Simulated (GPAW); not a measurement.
# LiF (Griceite) (Fm-3m) in GPAW: further runs, part 2 of 2

GPAW 26.7.0.

## (5) Single point, TB-mBJ

Contents of run.py:

```python
from ase import Atoms
from ase.dft.bandgap import bandgap
from ase.io import write
from gpaw import GPAW, PW

atoms = Atoms(['F', 'Li'],
              cell=[[0.0, 2.014, 2.014],
                    [2.014, 0.0, 2.014],
                    [2.014, 2.014, 0.0]],
              scaled_positions=[[0.5, 0.5, 0.5],
                                [0.0, 0.0, 0.0]],
              pbc=True)

calc = GPAW(mode=PW(800),
            xc='TB09',
            kpts={'size': (12, 12, 12), 'gamma': True},
            occupations={'name': 'fermi-dirac', 'width': 0.05},
            nbands=11,
            convergence={'density': 1e-05, 'energy': 1e-05},
            eigensolver='cg',
            maxiter=150,
            txt='gpaw.txt')
atoms.calc = calc
energy = atoms.get_potential_energy()
calc.write('gs.gpw')
write('result.traj', atoms)
print('Fermi level:', round(calc.get_fermi_level(), 4), 'eV')
print(f'Gap: {bandgap(calc)[0]:.4f} eV, direct: {bandgap(calc, direct=True)[0]:.4f} eV')
```

Potentials or basis: GPAW PAW data sets for LDA (gpaw-data 1.2.1), pw.

Run with:

```console
> OMP_NUM_THREADS=1 python run.py
```

gpaw.txt:

```text
___ ___ ___ _ _ _
 |   |   |_  | | | |
 | | | | | . | | | |
 |__ |  _|___|_____|  26.7.0
 |___|_|

Input parameters:
  convergence: {density: 1e-05,
                energy: 1e-05}
  eigensolver: cg
  kpts: {gamma: True,
         size: (12, 12, 12)}
  maxiter: 150
  mode: {ecut: 800.0,
         name: pw}
  nbands: 11
  occupations: {name: fermi-dirac,
                width: 0.05}
  xc: TB09

System changes: positions, numbers, cell, pbc, initial_charges, initial_magmoms

Initialize ...

species:
  F:
    name:    Fluorine
    Z:       9.0
    valence: 7
    core:    2
    charge:  0.0  # [|e|]
    compensation charges:
      type: gauss
      rc: 0.20  # [Å]
      lmax: 2
    cutoffs:
      filter: 1.14  # [Å]
      core: 0.74  # [Å]
    projectors
    | kind |    occ | energy [eV] | rcut [Å] |
    |------|--------|-------------|----------|
    |   2s |  2.000 |     -29.647 |    0.635 |
    |   2p |  5.000 |     -11.293 |    0.635 |
    |    s |        |      -2.435 |    0.635 |
    |    p |        |      15.918 |    0.635 |
    |    d |        |       0.000 |    0.635 |

    Using partial waves for F as LCAO basis

  Li:
    name:    Lithium
    Z:       3.0
    valence: 1
    core:    2
    charge:  0.0  # [|e|]
    compensation charges:
      type: gauss
      rc: 0.33  # [Å]
      lmax: 2
    cutoffs:
      filter: 1.91  # [Å]
      core: 2.55  # [Å]
    projectors
    | kind |    occ | energy [eV] | rcut [Å] |
    |------|--------|-------------|----------|
    |   2s |  1.000 |      -2.874 |    1.058 |
    |   2p |  0.000 |      -1.126 |    1.058 |
    |    s |        |      24.338 |    1.058 |

    Using partial waves for Li as LCAO basis

Reference energy: -2898.567588  # eV

Spin-paired calculation

Convergence criteria:
 Maximum [total energy] change in last 3 cyles: 1e-05 eV / valence electron
 Maximum integral of absolute [dens]ity change: 1e-05 electrons / valence electron
 Maximum integral of absolute [eigenst]ate change: 4e-08 eV^2 / valence electron
 Maximum number of scf [iter]ations: 150
 (Square brackets indicate name in SCF output, whereas a 'c' in
 the SCF output indicates the quantity has converged.)

Symmetries present (total): 48

  ( 1  0  0)  ( 1  0  0)  ( 1  0  0)  ( 1  0  0)  ( 1  0 -1)  ( 1  0 -1)
  ( 1  0 -1)  ( 1 -1  0)  ( 0  1  0)  ( 0  0  1)  ( 1  0  0)  ( 1 -1  0)
  ( 1 -1  0)  ( 1  0 -1)  ( 0  0  1)  ( 0  1  0)  ( 1 -1  0)  ( 1  0  0)

  ( 1  0 -1)  ( 1  0 -1)  ( 1 -1  0)  ( 1 -1  0)  ( 1 -1  0)  ( 1 -1  0)
  ( 0  1 -1)  ( 0  0 -1)  ( 1  0  0)  ( 1  0 -1)  ( 0 -1  1)  ( 0 -1  0)
  ( 0  0 -1)  ( 0  1 -1)  ( 1  0 -1)  ( 1  0  0)  ( 0 -1  0)  ( 0 -1  1)

  ( 0  1  0)  ( 0  1  0)  ( 0  1  0)  ( 0  1  0)  ( 0  1 -1)  ( 0  1 -1)
  ( 1  0  0)  ( 0  1 -1)  ( 0  0  1)  (-1  1  0)  ( 1  0 -1)  ( 0  1  0)
  ( 0  0  1)  (-1  1  0)  ( 1  0  0)  ( 0  1 -1)  ( 0  0 -1)  (-1  1  0)

  ( 0  1 -1)  ( 0  1 -1)  ( 0  0  1)  ( 0  0  1)  ( 0  0  1)  ( 0  0  1)
  ( 0  0 -1)  (-1  1  0)  ( 1  0  0)  ( 0  1  0)  ( 0 -1  1)  (-1  0  1)
  ( 1  0 -1)  ( 0  1  0)  ( 0  1  0)  ( 1  0  0)  (-1  0  1)  ( 0 -1  1)

  ( 0  0 -1)  ( 0  0 -1)  ( 0  0 -1)  ( 0  0 -1)  ( 0 -1  1)  ( 0 -1  1)
  ( 1  0 -1)  ( 0  1 -1)  ( 0 -1  0)  (-1  0  0)  ( 1 -1  0)  ( 0  0  1)
  ( 0  1 -1)  ( 1  0 -1)  (-1  0  0)  ( 0 -1  0)  ( 0 -1  0)  (-1  0  1)

  ( 0 -1  1)  ( 0 -1  1)  ( 0 -1  0)  ( 0 -1  0)  ( 0 -1  0)  ( 0 -1  0)
  ( 0 -1  0)  (-1  0  1)  ( 1 -1  0)  ( 0  0 -1)  ( 0 -1  1)  (-1  0  0)
  ( 1 -1  0)  ( 0  0  1)  ( 0 -1  1)  (-1  0  0)  ( 1 -1  0)  ( 0  0 -1)

  (-1  1  0)  (-1  1  0)  (-1  1  0)  (-1  1  0)  (-1  0  1)  (-1  0  1)
  ( 0  1  0)  ( 0  1 -1)  (-1  0  1)  (-1  0  0)  ( 0  0  1)  ( 0 -1  1)
  ( 0  1 -1)  ( 0  1  0)  (-1  0  0)  (-1  0  1)  ( 0 -1  1)  ( 0  0  1)

  (-1  0  1)  (-1  0  1)  (-1  0  0)  (-1  0  0)  (-1  0  0)  (-1  0  0)
  (-1  1  0)  (-1  0  0)  ( 0  0 -1)  ( 0 -1  0)  (-1  1  0)  (-1  0  1)
  (-1  0  0)  (-1  1  0)  ( 0 -1  0)  ( 0  0 -1)  (-1  0  1)  (-1  1  0)

1728 k-points: 12 x 12 x 12 Monkhorst-Pack grid + [1/24,1/24,1/24]
72 k-points in the irreducible part of the Brillouin zone
       k-points in crystal coordinates                weights
   0:    -0.00000000   -0.00000000   -0.00000000          1/1728
   1:     0.08333333    0.08333333   -0.00000000          6/1728
   2:     0.08333333    0.08333333    0.08333333          8/1728
   3:     0.16666667    0.08333333    0.08333333         12/1728
   4:     0.16666667    0.16666667   -0.00000000          6/1728
   5:     0.16666667    0.16666667    0.08333333         24/1728
   6:     0.16666667    0.16666667    0.16666667          8/1728
   7:     0.25000000    0.16666667    0.08333333         24/1728
   8:     0.25000000    0.16666667    0.16666667         24/1728
   9:     0.25000000    0.25000000   -0.00000000          6/1728
          ...
  71:     0.50000000    0.50000000    0.50000000          4/1728

Wave functions: Plane wave expansion
  Cutoff energy: 800.000 eV
  Number of coefficients (min, max): 822, 869
  Pulay-stress correction: 0.000000 eV/Ang^3 (de/decut=0.000000)
  Using FFTW library
  ScaLapack parameters: grid=1x1, blocksize=None
  Wavefunction extrapolation:
    Improved wavefunction reuse through dual PAW basis

Occupation numbers: Fermi-Dirac:
  width: 0.0500  # eV

Eigensolver
   CG(niter=4, rtol=3.0e-01)

Densities:
  Coarse grid: 20*20*20 grid
  Fine grid: 40*40*40 grid
  Total Charge: 0.000000

Density mixing:
  Method: separate
  Backend: msr1
  Linear mixing parameter: 0.05
  old densities: 10
  Width of damping distribution: 1.1
  Damping of long wavelength oscillations: 20

Hamiltonian:
  XC and Coulomb potentials evaluated on a 40*40*40 grid
  Using the TB09 Exchange-Correlation functional
  External potential:
    NoExternalPotential

XC parameters: TB09 with 2 nearest neighbor stencil

Number of atoms: 2
Number of atomic orbitals: 8
Number of bands in calculation: 11
Number of valence electrons: 8
Bands to converge: occupied

... initialized

Initializing position-dependent things.

Density initialized from atomic densities
Creating initial wave functions:
  8 bands from LCAO basis set
  3 bands from random numbers

              F

       Li

Atomic positions and initial magnetic moments

Positions:
   0 F      2.014000    2.014000    2.014000    ( 0.0000,  0.0000,  0.0000)
   1 Li     0.000000    0.000000    0.000000    ( 0.0000,  0.0000,  0.0000)

Unit cell:
           periodic     x           y           z      points  spacing
  1. axis:    yes    0.000000    2.014000    2.014000    20     0.1163
  2. axis:    yes    2.014000    0.000000    2.014000    20     0.1163
  3. axis:    yes    2.014000    2.014000    0.000000    20     0.1163

  Lengths:   2.848226   2.848226   2.848226
  Angles:   60.000000  60.000000  60.000000

Effective grid spacing dv^(1/3) = 0.1269

iter:   1   300.123382
iter:   2   302.544858   +1.58  -0.89
iter:   3   303.933760   +0.52  -1.05
iter:   4   306.252737   -0.37  -1.13
iter:   5   310.251924   -0.03  -1.25
iter:   6   309.915721   -0.87  -1.59
iter:   7   310.776342   -1.46  -1.55
iter:   8   309.686518   -1.44  -1.81
iter:   9   310.309922   -1.59  -1.67
iter:  10   310.524310   -1.18  -1.97
iter:  11   311.465642   -1.55  -1.97
[... 6 lines left out ...]
iter:  18   311.757021   -2.60  -2.79
iter:  19   311.739510   -3.02  -3.50
iter:  20   311.767016   -3.91  -3.42
iter:  21   311.784859   -3.57  -3.70
iter:  22   311.801698   -5.02  -3.87
iter:  23   311.799667   -4.61  -4.27
iter:  24   311.806567   -5.88  -4.35
iter:  25   311.801494   -5.80  -4.27
iter:  26   311.802827   -5.58  -4.55
iter:  27   311.801588   -6.46  -4.78
iter:  28   311.802299   -6.75  -5.05c
iter:  29   311.802200   -6.88  -5.22c
iter:  30   311.802309   -7.95c -6.02c
iter:  31   311.802204   -8.40c -5.94c
iter:  32   311.802137   -8.43c -5.96c
iter:  33   311.802110   -9.46c -5.99c
iter:  34   311.802144c  -9.53c -6.03c

Converged after 34 iterations.

Dipole moment: (0.000000, 0.000000, 0.000000) |e|*Ang

Energy contributions relative to reference atoms: (reference = -2898.567588)

Kinetic:        +11.117170
Potential:       -5.766810
External:        +0.000000
XC:            +306.964761
Entropy (-ST):   -0.000000
Local:           -0.512977
SIC:             +0.000000
--------------------------
Free energy:   +311.802144
Extrapolated:  +311.802144

Showing only first 2 kpts
 Kpt  Band  Eigenvalues  Occupancy
  0     2      0.89555    2.00000
  0     3      0.89555    2.00000
  0     4     12.71714    0.00000
  0     5     29.38233    0.00000

  1     2      0.84141    2.00000
  1     3      0.84142    2.00000
  1     4     13.02503    0.00000
  1     5     27.65490    0.00000

Fermi level: 3.11471

Gap: 11.809 eV
Transition (v -> c):
  (s=0, k=3, n=3, [0.17, 0.08, 0.08]) -> (s=0, k=0, n=4, [-0.00, -0.00, -0.00])
Direct/indirect transitions are different
Direct gap: 11.822 eV
Transition at: (s=0, k=0, n=3, [-0.00, -0.00, -0.00])
Writing to gs.gpw (mode='')
```

Wall time 28 s (1 thread of Arm Neoverse V2, shared host); peak memory 0.17 GiB.

Results:

```
Band gap on the k mesh : 11.81 eV, indirect (least direct gap 11.82 eV)
```

Caveat: a model potential gives levels but no total energy. A k mesh can miss the band edges.
